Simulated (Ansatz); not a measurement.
# Ansatz 0.2.0, relaxation: Nb

input.yaml:

```yaml
crystal:
  lattice:
    - [1.548989, 2.682926, 0.0]
    - [-1.548989, 2.682926, 0.0]
    - [0.0, 0.0, 4.863898]
  atoms:
    - { symbol: Nb, position: [0.33333, 0.33334, 0.25] }
    - { symbol: Nb, position: [0.66666, 0.66667, 0.75] }
  symmetry: { tolerance: 0.0003 }
kpoints:
  mp_grid: { grid: [12, 12, 7], shift: [0, 0, 0] }
magnetization:
  spin_polarized: false
scf:
  occupations: { method: fermi_dirac }
  lower_state_search: "off"
hamiltonian:
  pseudopotentials: { kind: paw }
  xc: pbe
basis:
  ecutwfc: 420
  fft_grid_basis: typed
relax:
  max_steps: 60
  cell: { p_target: 5.0 }
  f_tol: 0.03
output:
  forces: true
  stress: true
  eigenvalues: true
  bader: true
  populations: true
  elf: true
  write_potential: true
  volumetric_format: npy
  dos:
    e_range: [-12, 8]
    de: 0.05
    projected: { site_lists: { Nb: [Nb] } }
checkpoint:
  read: saved_state
```

Run with:

```bash
ansatz run input.yaml --threads 2 --pin off --max-ram 2560MiB --backend cpu --events-out ev --progress --plain --runs-dir out
```

Origin of the cell: a known structure type with other elements, at an estimated volume, so it need not be a known compound.

The smearing width isn't typed, so it takes its default of 0.1 eV.

The saved state is a converged single point of the same cell.

Steps («new basis» is an SCF on plane waves selected anew at the same cell):

```json
{"step": "1", "ΔH (meV/atom)": "0.0", "max force component (eV/Å)": "0.000", "P (GPa)": "-10.88", "volume (Å³)": "40.43", "SCF iterations": "6", "step was": "accepted"}
{"step": "2", "ΔH (meV/atom)": "-117.9", "max force component (eV/Å)": "0.000", "P (GPa)": "9.17", "volume (Å³)": "35.50", "SCF iterations": "6", "step was": "accepted"}
{"step": "3", "ΔH (meV/atom)": "-139.2", "max force component (eV/Å)": "0.000", "P (GPa)": "5.61", "volume (Å³)": "36.17", "SCF iterations": "6", "step was": "accepted"}
{"step": "4", "ΔH (meV/atom)": "-181.9", "max force component (eV/Å)": "0.000", "P (GPa)": "4.09", "volume (Å³)": "36.46", "SCF iterations": "6", "step was": "accepted"}
{"step": "5", "ΔH (meV/atom)": "-179.1", "max force component (eV/Å)": "0.000", "P (GPa)": "5.76", "volume (Å³)": "36.28", "SCF iterations": "6", "step was": "rejected"}
{"step": "6", "ΔH (meV/atom)": "-189.4", "max force component (eV/Å)": "0.000", "P (GPa)": "4.99", "volume (Å³)": "36.32", "SCF iterations": "7", "step was": "accepted"}
{"step": "7", "ΔH (meV/atom)": "-189.5", "max force component (eV/Å)": "0.000", "P (GPa)": "4.99", "volume (Å³)": "36.31", "SCF iterations": "6", "step was": "accepted"}
{"step": "8", "ΔH (meV/atom)": "-189.2", "max force component (eV/Å)": "0.000", "P (GPa)": "4.98", "volume (Å³)": "36.31", "SCF iterations": "6", "step was": "new basis"}
```

Before:

Space group P6_3/mmc (No. 194); the run's cell has a = 3.098 Å, b = 3.098 Å, c = 4.864 Å, α = 90.00°, β = 90.00°, γ = 60.00°. Shortest distances: Nb–Nb 3.02 Å.

The relaxed structure.

Space group P6_3/mmc (No. 194); the run's cell has a = 2.845 Å, b = 2.845 Å, c = 5.182 Å, α = 90.00°, β = 90.00°, γ = 60.00°. Shortest distances: Nb–Nb 2.84 Å.

```xyz
2
Lattice="1.4223 2.4635 0.0000 -1.4223 2.4635 0.0000 0.0000 0.0000 5.1821" Properties=species:S:1:pos:R:3 pbc="T T T"
Nb    0.0000    1.6423    1.2955
Nb    0.0000    3.2847    3.8866
```

```yaml
Enthalpy_lowered_by: 189.2 meV/atom
Volume_change: -10.17 %
Final_pressure: 4.98 GPa
Relaxation_steps_listed: 8
```

Caveats: no moments, though an odd count or open d shells may carry them; the relaxation held the start's symmetry, so the end may be a saddle point.

The run took 46 s of wall time on 2 CPU thread(s) of a shared host, from a saved density.
